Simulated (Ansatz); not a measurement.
# Pd (Im-3m) in Ansatz: a series of runs

The runs below take Pd through single point, with PBE.

Everything below comes from runs of Ansatz 0.2.0. Logs are shortened: lines on timing, memory, paths and dates and some standing lists are left out, and cuts for length are marked.

### 1 The crystal as given

The structure is cubic, space group Im-3m (No. 229). Conventional cell: a = 3.145 Å, b = 3.145 Å, c = 3.145 Å, α = 90.00°, β = 90.00°, γ = 90.00°. Pd (site symmetry m-3m) has 8 Pd at 2.72 Å as nearest neighbours.

This isn't the form of Pd at room conditions, which is fcc.

### 2 Single point, PBE

input.yaml reads:

```yaml
crystal:
  lattice:
    - [-1.572281, 1.572281, 1.572281]
    - [1.572281, -1.572281, 1.572281]
    - [1.572281, 1.572281, -1.572281]
  atoms:
    - { symbol: Pd, position: [0.0, 0.0, 0.0] }
hamiltonian:
  xc: pbe
  pseudopotentials: { kind: paw }
kpoints:
  mp_grid: { grid: [12, 12, 12] }
scf:
  occupations: { method: gaussian, width: 0.021 }
output:
  forces: true
  stress: true
  eigenvalues: true
```

Potentials or basis: Ansatz PAW.

The run is started by

```console
$ ansatz run input.yaml --threads 2 --pin off --max-ram 5632MiB --backend cpu --events-out ev --progress --plain --runs-dir out
```

The program printed:

```text
Warning: RAYON_NUM_THREADS=2 ignored (pool sized by the plan → 2); use --threads N
Engine: ansatz 0.2.0, aarch64-unknown-linux-gnu
Pseudopotentials: kind: paw
Pseudopotential: Pd, paw, valence charge 18, recommended cutoff 420 eV (normal), Pd.paw.azcp
Functional definition: PBE
  parameter kappa = 0.804
  parameter beta = 0.06672455060314922
  exchange = pbe_x(kappa = kappa, mu = beta*pi^2/3)
  correlation = pbe_c(beta = beta)
Crystal: 1 atoms, lattice volume = 15.547 Å³
Basis set: ecut = 420 eV, 321 PW (Γ), exchange–correlation on 40×40×40 points (8 copies of the dense FFT grid, shifted against one another)
Bands: 13, of which v1, the nominal top of the filled ones, is band 9 counted from 1 (8 counted from 0)
Symmetry: 48 space group operations
Space group: Im-3m (ITA 229), of the structure as read, at distance tolerance 2.5e-5 Å
k-points: 72 of 1728
Non-local potential: Pd, projectors of the file, l = 0: 2, l = 1: 2, l = 2: 2, l = 3: 1
PAW form: soft (Blöchl's): semilocal exchange-correlation on the pseudo side does not see the compensation charge
PAW one-centre angular grid: Pd, 590 points (default); XC on 64 Gauss nodes
Initial density: superposition of atomic densities (neutral atoms: chi_scale 0, normalization atom), corrected by the library's trained network
Initial wavefunctions: pseudopotential atomic-orbital guess
Functional: x = pbe(κ = 0.804, μ = 0.2195149727645171), c = pbe(β = 0.06672455060314922)
SCF iter   1: F=—  HF=-6972.806557 eV  |F-HF|=—  |Δ(HF+E_count)|=         —  Δρ=5.42e-3  dr2=1.72e-3  ethr=1.77e-3  ⟨swp⟩=5.9  Hψ=5259  notcnv=0
preconditioner: auto → none  [metal: Δε(μ)=0.010 eV  Ē_g=13.672 eV  σ=0.021 eV  W_gap=0.26  n_scr=0 (ndim 8)  ℏωp=29.8 eV  f_vac=0.000  D(μ)=2.45/eV (n_scr^D=42)]
SCF iter   2: F=—  HF=-6972.806830 eV  |F-HF|=—  |Δ(HF+E_count)|=   2.73e-4  Δρ=2.36e-3  dr2=3.79e-4  ethr=9.57e-6  ⟨swp⟩=2.1  Hψ=2125  notcnv=0  defer=14
SCF iter   3: F=—  HF=-6972.806797 eV  |F-HF|=—  |Δ(HF+E_count)|=   3.27e-5  Δρ=1.29e-3  dr2=4.73e-5  ethr=2.11e-6  ⟨swp⟩=2.1  Hψ=1308  notcnv=0  defer=14
SCF iter   4: F=—  HF=-6972.806834 eV  |F-HF|=—  |Δ(HF+E_count)|=   3.68e-5  Δρ=2.90e-4  dr2=2.20e-6  ethr=2.63e-7  ⟨swp⟩=1.9  Hψ=1144  notcnv=0  defer=14
iter 5 did not close the SCF: its close was put off for the readings that it lacked (scf_convergence_deferred on its scf_iter line)
SCF iter   5: F=-6972.806838 eV  HF=-6972.806838 eV  |F-HF|=6.50e-8  |Δ(HF+E_count)|=   3.60e-6  Δρ=3.10e-5  dr2=3.04e-8  ethr=1.22e-8  ⟨swp⟩=2.3  Hψ=1184  notcnv=0  defer=14
SCF iter   6: F=-6972.806838 eV  HF=-6972.806838 eV  |F-HF|=1.16e-10  |Δ(HF+E_count)|=   7.06e-8  Δρ=1.69e-6  dr2=1.26e-10  ethr=1.69e-10  ⟨swp⟩=2.4  Hψ=3226  notcnv=0
SCF 1 converged in 6 iterations: F = -6972.806838 eV  dr2 = 1.26e-10
SCF converged after 6 iterations
Free energy (F): -6972.806838 eV
Harris-Foulkes:  -6972.806838 eV  (|F-HF|=1.16e-10)
Internal energy: -6972.806291 eV  (E = F + TS)
E sigma→0 (E₀):  -6972.806565 eV
Entropy (-TS):   -0.000547 eV (-0.547 meV/atom)
Fermi energy:    18.415658 eV
--- Per-component energies (eV) ---
  E_band       = -157.229083
  E_kinetic    = 513.143469
  E_local      = -1822.863983  (includes V_loc(G=0)·N_el)
  E_nonlocal   = 217.374246
  E_hartree    = 737.926277
  E_xc         = -168.345602
  E_vxc        = -211.169707  (∫ρ·V_xc dr)
  E_paw        = -3750.334273  (= ΣΔE_a)
  E_vpaw       = -329.565461  (= ΣTr[D̂ρ^β])
  E_aug_tail   = 0.000172  (compensation charges beyond the density's cutoff)
  E_ewald      = -2699.706598
  E_smearing   = -0.000547  (= −TS)
  E_closure    = -0.000000  (closes the sum)
  Σ components = -6972.806838   (vs F -6972.806838, Δ=0.00e0)
--- Forces (eV/Å), atoms counted from 1 ---
  atom   1  Pd    -0.00000000     0.00000000    -0.00000000
  max |Σ_I F_I| component: 8.22e-32 eV/Å
--- Stress (GPa, compression-positive) ---
       -1.230621       0.000000       0.000000
       -0.000000      -1.230621       0.000000
       -0.000000       0.000000      -1.230621
  P = ⅓ Tr σ = -1.2306 GPa (-12.306 kbar)
--- Band table (eV; the first three rows and the last of 72) ---
  k-point 0: bands = ["-65.4835", "-31.0178", "-31.0178", "-31.0178", "11.7052", "15.7182", "15.7182", "15.7182", "17.5614", "17.5614", "37.5241", "37.5241", "37.5241"]
  k-point 1: bands = ["-65.4803", "-31.0416", "-31.0261", "-31.0177", "11.9591", "15.6359", "15.7218", "15.8939", "17.4685", "17.5677", "37.3181", "37.5396", "37.8152"]
  k-point 2: bands = ["-65.4718", "-31.1061", "-31.0485", "-31.0173", "12.6509", "15.4178", "15.7367", "16.3974", "17.3036", "17.5905", "36.1064", "37.1449", "38.6198"]
  k-point 71: bands = ["-65.4001", "-31.2762", "-31.2762", "-31.2762", "13.6177", "13.6177", "18.6475", "18.6475", "18.6475", "27.5006", "27.5006", "27.5006", "35.2025"]
```

Wall time 0.51 s (2 threads of Arm Neoverse V2, shared host); peak memory 0.25 GiB.

What came out:

| Quantity | Value |
| --- | --- |
| Free energy | -6972.8068 eV |
| Pressure | -1.2 GPa |
| Band gap on the k mesh | none (metal or under the smearing width) |

### 3 Single point, PBE

Changes to input.yaml since step 2:

```diff
@@ -13,3 +13,3 @@
 scf:
-  occupations: { method: gaussian, width: 0.021 }
+  occupations: { method: gaussian, width: 0.022 }
 output:
```

Potentials or basis: Ansatz PAW.

The run is started by

```console
$ ansatz run input.yaml --threads 2 --pin off --max-ram 5632MiB --backend cpu --events-out ev --progress --plain --runs-dir out
```

The program printed:

```text
Warning: RAYON_NUM_THREADS=2 ignored (pool sized by the plan → 2); use --threads N
[... 8 set-up lines as earlier in the session ...]
Crystal: 1 atoms, lattice volume = 15.547 Å³
Basis set: ecut = 420 eV, 321 PW (Γ), exchange–correlation on 40×40×40 points (8 copies of the dense FFT grid, shifted against one another)
Bands: 13, of which v1, the nominal top of the filled ones, is band 9 counted from 1 (8 counted from 0)
[... 2 set-up lines as earlier in the session ...]
k-points: 72 of 1728
[... 6 set-up lines as earlier in the session ...]
SCF iter   1: F=—  HF=-6972.806587 eV  |F-HF|=—  |Δ(HF+E_count)|=         —  Δρ=5.40e-3  dr2=1.72e-3  ethr=1.77e-3  ⟨swp⟩=5.9  Hψ=5249  notcnv=0
preconditioner: auto → none  [metal: Δε(μ)=0.010 eV  Ē_g=13.672 eV  σ=0.022 eV  W_gap=0.25  n_scr=0 (ndim 8)  ℏωp=29.8 eV  f_vac=0.000  D(μ)=2.40/eV (n_scr^D=42)]
SCF iter   2: F=—  HF=-6972.806856 eV  |F-HF|=—  |Δ(HF+E_count)|=   2.69e-4  Δρ=2.36e-3  dr2=3.77e-4  ethr=9.54e-6  ⟨swp⟩=2.2  Hψ=2138  notcnv=0  defer=14
SCF iter   3: F=—  HF=-6972.806824 eV  |F-HF|=—  |Δ(HF+E_count)|=   3.20e-5  Δρ=1.28e-3  dr2=4.71e-5  ethr=2.10e-6  ⟨swp⟩=2.1  Hψ=1299  notcnv=0  defer=14
SCF iter   4: F=—  HF=-6972.806861 eV  |F-HF|=—  |Δ(HF+E_count)|=   3.69e-5  Δρ=2.89e-4  dr2=2.18e-6  ethr=2.62e-7  ⟨swp⟩=1.9  Hψ=1144  notcnv=0  defer=14
iter 5 did not close the SCF: its close was put off for the readings that it lacked (scf_convergence_deferred on its scf_iter line)
SCF iter   5: F=-6972.806864 eV  HF=-6972.806864 eV  |F-HF|=6.45e-8  |Δ(HF+E_count)|=   3.56e-6  Δρ=3.09e-5  dr2=3.02e-8  ethr=1.21e-8  ⟨swp⟩=2.3  Hψ=1184  notcnv=0  defer=14
SCF iter   6: F=-6972.806864 eV  HF=-6972.806864 eV  |F-HF|=1.13e-10  |Δ(HF+E_count)|=   7.01e-8  Δρ=1.68e-6  dr2=1.26e-10  ethr=1.68e-10  ⟨swp⟩=2.4  Hψ=3231  notcnv=0
SCF 1 converged in 6 iterations: F = -6972.806864 eV  dr2 = 1.26e-10
SCF converged after 6 iterations
Free energy (F): -6972.806864 eV
Harris-Foulkes:  -6972.806864 eV  (|F-HF|=1.13e-10)
Internal energy: -6972.806277 eV  (E = F + TS)
E sigma→0 (E₀):  -6972.806571 eV
Entropy (-TS):   -0.000587 eV (-0.587 meV/atom)
Fermi energy:    18.416024 eV
--- Per-component energies (eV) ---
  E_band       = -157.227719
  E_kinetic    = 513.144311
  E_local      = -1822.866193  (includes V_loc(G=0)·N_el)
  E_nonlocal   = 217.374425
  E_hartree    = 737.927910
  E_xc         = -168.345745
  E_vxc        = -211.169887  (∫ρ·V_xc dr)
  E_paw        = -3750.334559  (= ΣΔE_a)
  E_vpaw       = -329.565991  (= ΣTr[D̂ρ^β])
  E_aug_tail   = 0.000172  (compensation charges beyond the density's cutoff)
  E_ewald      = -2699.706598
  E_smearing   = -0.000587  (= −TS)
  E_closure    = 0.000000  (closes the sum)
  Σ components = -6972.806864   (vs F -6972.806864, Δ=0.00e0)
--- Forces (eV/Å), atoms counted from 1 ---
  atom   1  Pd    -0.00000000     0.00000000     0.00000000
  max |Σ_I F_I| component: 4.93e-32 eV/Å
--- Stress (GPa, compression-positive) ---
       -1.228763       0.000000      -0.000000
       -0.000000      -1.228763      -0.000000
        0.000000       0.000000      -1.228763
  P = ⅓ Tr σ = -1.2288 GPa (-12.288 kbar)
--- Band table (eV; the first three rows and the last of 72) ---
  k-point 0: bands = ["-65.4834", "-31.0177", "-31.0177", "-31.0177", "11.7052", "15.7183", "15.7183", "15.7183", "17.5614", "17.5614", "37.5241", "37.5241", "37.5241"]
  k-point 1: bands = ["-65.4802", "-31.0415", "-31.0260", "-31.0176", "11.9591", "15.6360", "15.7218", "15.8940", "17.4685", "17.5678", "37.3181", "37.5397", "37.8152"]
  k-point 2: bands = ["-65.4717", "-31.1060", "-31.0484", "-31.0172", "12.6509", "15.4178", "15.7368", "16.3974", "17.3037", "17.5906", "36.1064", "37.1449", "38.6198"]
  k-point 71: bands = ["-65.4000", "-31.2761", "-31.2761", "-31.2761", "13.6178", "13.6178", "18.6476", "18.6476", "18.6476", "27.5006", "27.5006", "27.5006", "35.2025"]
```

It took 0.52 s on 2 threads of Arm Neoverse V2, shared host; peak memory 0.26 GiB.

What came out:

```
Free energy            : -6972.8069 eV
Pressure               : -1.2 GPa
Band gap on the k mesh : none (metal or under the smearing width)
```

### 4 Single point, PBE

Changes to input.yaml since step 3:

```diff
@@ -13,3 +13,3 @@
 scf:
-  occupations: { method: gaussian, width: 0.022 }
+  occupations: { method: gaussian, width: 0.023 }
 output:
```

The run is started by

```console
$ ansatz run input.yaml --threads 2 --pin off --max-ram 5632MiB --backend cpu --events-out ev --progress --plain --runs-dir out
```

Run time: 0.51 s. Hardware: 2 threads of Arm Neoverse V2, shared host; peak memory 0.25 GiB.

Results (log left out):

- Free energy: -6972.8069 eV
- Pressure: -1.2 GPa
- Band gap on the k mesh: none (metal or under the smearing width)

Levels at points of the mesh, in eV from the Fermi level:
```tsv
k point	band 6	band 7	band 8	band 9	band 10	band 11	band 12	band 13
(0.00, 0.00, 0.00)	-2.70	-2.70	-2.70	-0.85	-0.85	19.11	19.11	19.11
(0.00, 0.00, -0.50)	-3.81	-0.93	-0.64	0.59	1.53	7.55	14.98	17.33
(-0.50, -0.50, -0.50)	-4.80	0.23	0.23	0.23	9.08	9.08	9.08	16.79
```

### 5 Single point, PBE

Changes to input.yaml since step 4:

```diff
@@ -13,3 +13,3 @@
 scf:
-  occupations: { method: gaussian, width: 0.023 }
+  occupations: { method: gaussian, width: 0.024 }
 output:
```

Potentials or basis: Ansatz PAW.

The run is started by

```console
$ ansatz run input.yaml --threads 2 --pin off --max-ram 5632MiB --backend cpu --events-out ev --progress --plain --runs-dir out
```

The program printed:

```text
Warning: RAYON_NUM_THREADS=2 ignored (pool sized by the plan → 2); use --threads N
[... 8 set-up lines as earlier in the session ...]
Crystal: 1 atoms, lattice volume = 15.547 Å³
Basis set: ecut = 420 eV, 321 PW (Γ), exchange–correlation on 40×40×40 points (8 copies of the dense FFT grid, shifted against one another)
Bands: 13, of which v1, the nominal top of the filled ones, is band 9 counted from 1 (8 counted from 0)
[... 2 set-up lines as earlier in the session ...]
k-points: 72 of 1728
[... 6 set-up lines as earlier in the session ...]
SCF iter   1: F=—  HF=-6972.806647 eV  |F-HF|=—  |Δ(HF+E_count)|=         —  Δρ=5.35e-3  dr2=1.71e-3  ethr=1.77e-3  ⟨swp⟩=5.9  Hψ=5224  notcnv=0
preconditioner: auto → none  [metal: Δε(μ)=0.010 eV  Ē_g=13.680 eV  σ=0.024 eV  W_gap=0.22  n_scr=0 (ndim 8)  ℏωp=29.8 eV  f_vac=0.000  D(μ)=2.30/eV (n_scr^D=42)]
SCF iter   2: F=—  HF=-6972.806909 eV  |F-HF|=—  |Δ(HF+E_count)|=   2.61e-4  Δρ=2.36e-3  dr2=3.73e-4  ethr=9.49e-6  ⟨swp⟩=2.1  Hψ=2126  notcnv=0  defer=13
SCF iter   3: F=—  HF=-6972.806877 eV  |F-HF|=—  |Δ(HF+E_count)|=   3.15e-5  Δρ=1.28e-3  dr2=4.68e-5  ethr=2.07e-6  ⟨swp⟩=2.1  Hψ=1293  notcnv=0  defer=13
SCF iter   4: F=—  HF=-6972.806915 eV  |F-HF|=—  |Δ(HF+E_count)|=   3.78e-5  Δρ=2.87e-4  dr2=2.15e-6  ethr=2.60e-7  ⟨swp⟩=2.0  Hψ=1161  notcnv=0  defer=13
iter 5 did not close the SCF: its close was put off for the readings that it lacked (scf_convergence_deferred on its scf_iter line)
SCF iter   5: F=-6972.806919 eV  HF=-6972.806919 eV  |F-HF|=6.37e-8  |Δ(HF+E_count)|=   3.49e-6  Δρ=3.07e-5  dr2=2.98e-8  ethr=1.19e-8  ⟨swp⟩=2.4  Hψ=1191  notcnv=0  defer=13
SCF iter   6: F=-6972.806919 eV  HF=-6972.806919 eV  |F-HF|=1.10e-10  |Δ(HF+E_count)|=   6.90e-8  Δρ=1.65e-6  dr2=1.24e-10  ethr=1.66e-10  ⟨swp⟩=2.4  Hψ=3225  notcnv=0
SCF 1 converged in 6 iterations: F = -6972.806919 eV  dr2 = 1.24e-10
SCF converged after 6 iterations
Free energy (F): -6972.806919 eV
Harris-Foulkes:  -6972.806919 eV  (|F-HF|=1.10e-10)
Internal energy: -6972.806251 eV  (E = F + TS)
E sigma→0 (E₀):  -6972.806585 eV
Entropy (-TS):   -0.000668 eV (-0.668 meV/atom)
Fermi energy:    18.416774 eV
--- Per-component energies (eV) ---
  E_band       = -157.225184
  E_kinetic    = 513.145868
  E_local      = -1822.870290  (includes V_loc(G=0)·N_el)
  E_nonlocal   = 217.374757
  E_hartree    = 737.930938
  E_xc         = -168.346009
  E_vxc        = -211.170218  (∫ρ·V_xc dr)
  E_paw        = -3750.335089  (= ΣΔE_a)
  E_vpaw       = -329.566972  (= ΣTr[D̂ρ^β])
  E_aug_tail   = 0.000172  (compensation charges beyond the density's cutoff)
  E_ewald      = -2699.706598
  E_smearing   = -0.000668  (= −TS)
  E_closure    = 0.000000  (closes the sum)
  Σ components = -6972.806919   (vs F -6972.806919, Δ=0.00e0)
--- Forces (eV/Å), atoms counted from 1 ---
  atom   1  Pd    -0.00000000     0.00000000    -0.00000000
  max |Σ_I F_I| component: 4.11e-32 eV/Å
--- Stress (GPa, compression-positive) ---
       -1.225329       0.000000       0.000000
        0.000000      -1.225329      -0.000000
        0.000000      -0.000000      -1.225329
  P = ⅓ Tr σ = -1.2253 GPa (-12.253 kbar)
--- Band table (eV; the first three rows and the last of 72) ---
  k-point 0: bands = ["-65.4832", "-31.0176", "-31.0176", "-31.0176", "11.7052", "15.7184", "15.7184", "15.7184", "17.5616", "17.5616", "37.5241", "37.5241", "37.5241"]
  k-point 1: bands = ["-65.4801", "-31.0413", "-31.0258", "-31.0174", "11.9591", "15.6361", "15.7219", "15.8941", "17.4687", "17.5679", "37.3182", "37.5397", "37.8152"]
  k-point 2: bands = ["-65.4715", "-31.1058", "-31.0483", "-31.0171", "12.6510", "15.4179", "15.7369", "16.3975", "17.3038", "17.5907", "36.1065", "37.1450", "38.6198"]
  k-point 71: bands = ["-65.3998", "-31.2760", "-31.2760", "-31.2760", "13.6179", "13.6179", "18.6477", "18.6477", "18.6477", "27.5006", "27.5006", "27.5006", "35.2026"]
```

Wall time 0.51 s (2 threads of Arm Neoverse V2, shared host); peak memory 0.26 GiB.

Results:

```yaml
Free_energy: -6972.8069 eV
Pressure: -1.2 GPa
Band_gap_on_the_k_mesh: none (metal or under the smearing width)
```

Levels at points of the mesh, in eV from the Fermi level:
| k point | band 5 | band 6 | band 7 | band 8 | band 9 | band 10 | band 11 | band 12 | band 13 |
| --- | --- | --- | --- | --- | --- | --- | --- | --- | --- |
| (0.00, 0.00, 0.00) | -6.71 | -2.70 | -2.70 | -2.70 | -0.86 | -0.86 | 19.11 | 19.11 | 19.11 |
| (0.00, 0.00, -0.50) | -4.88 | -3.81 | -0.93 | -0.64 | 0.59 | 1.53 | 7.55 | 14.98 | 17.33 |
| (-0.50, -0.50, -0.50) | -4.80 | -4.80 | 0.23 | 0.23 | 0.23 | 9.08 | 9.08 | 9.08 | 16.79 |

### 6 Single point, PBE

Changes to input.yaml since step 5:

```diff
@@ -13,3 +13,3 @@
 scf:
-  occupations: { method: gaussian, width: 0.024 }
+  occupations: { method: gaussian, width: 0.025 }
 output:
```

Potentials or basis: Ansatz PAW.

The run is started by

```console
$ ansatz run input.yaml --threads 2 --pin off --max-ram 5632MiB --backend cpu --events-out ev --progress --plain --runs-dir out
```

Wall time 0.51 s (2 threads of Arm Neoverse V2, shared host); peak memory 0.25 GiB.

It converged, with:

| Item | Value |
| --- | --- |
| Free energy | -6972.8069 eV |
| Pressure | -1.2 GPa |
| Band gap on the k mesh | none (metal or under the smearing width) |

Levels at points of the mesh, in eV from the Fermi level:
```tsv
k point	band 5	band 6	band 7	band 8	band 9	band 10	band 11	band 12	band 13
(0.00, 0.00, 0.00)	-6.71	-2.70	-2.70	-2.70	-0.86	-0.86	19.11	19.11	19.11
(0.00, 0.00, -0.50)	-4.88	-3.81	-0.93	-0.64	0.59	1.53	7.55	14.98	17.33
(-0.50, -0.50, -0.50)	-4.80	-4.80	0.23	0.23	0.23	9.08	9.08	9.08	16.79
```

### 7 Overview

```tsv
smearing	gap on the mesh (eV)	pressure (GPa)
gaussian 0.021 eV	none	-1.2
gaussian 0.022 eV	none	-1.2
gaussian 0.023 eV	none	-1.2
gaussian 0.024 eV	none	-1.2
gaussian 0.025 eV	none	-1.2
```

Alike in all rows: task single point; level PBE; potentials or basis Ansatz PAW; no spin polarisation; cell as given; k mesh 12 × 12 × 12; cutoff (eV) 420.

Every run on the cell as given and a fine mesh finds a metal.

Absolute energies hang on the potentials; compare differences alone.
